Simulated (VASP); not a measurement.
A run of VASP 6.6.1 is set up as follows.

File INCAR:

```
SYSTEM = Cu
PREC = Accurate
ENCUT = 600
EDIFF = 1E-6
ISMEAR = 1
SIGMA = 0.1
LREAL = .FALSE.
LASPH = .TRUE.
NELM = 80
ALGO = Normal
ISIF = 3
LWAVE = .FALSE.
LCHARG = .FALSE.
GGA = CA
IBRION = 2
NSW = 90
EDIFFG = -0.01
```

KPOINTS

```
Automatic mesh
0
G
  22 22 22
  0 0 0
```

The input POSCAR:

```
Cu
1.0
    0.0000000000      1.8075000000      1.8075000000
    1.8075000000      0.0000000000      1.8075000000
    1.8075000000      1.8075000000      0.0000000000
Cu
1
Direct
    0.0000000000      0.0000000000      0.0000000000
```

Potentials or basis: VASP PAW LDA potentials, release 64 (Cu).

The run is started by

```console
$ cat potpaw_LDA.64/Cu/POTCAR > POTCAR
$ mpirun -np 1 vasp_std > vasp.out
```

(1) Estimate the relaxed volume.

(2) Estimate the space group after relaxing (to 0.05 Å).

(3) Estimate the relaxed cell.

(4) Predict the band gap on the k mesh.

Results:

(1) 10.94 Å³/atom.

(2) Fm-3m (No. 225).

(3) a = 2.492 Å, b = 2.492 Å, c = 2.492 Å, α = 60.00°, β = 60.00°, γ = 60.00°.

(4) none (metal or under the smearing width).
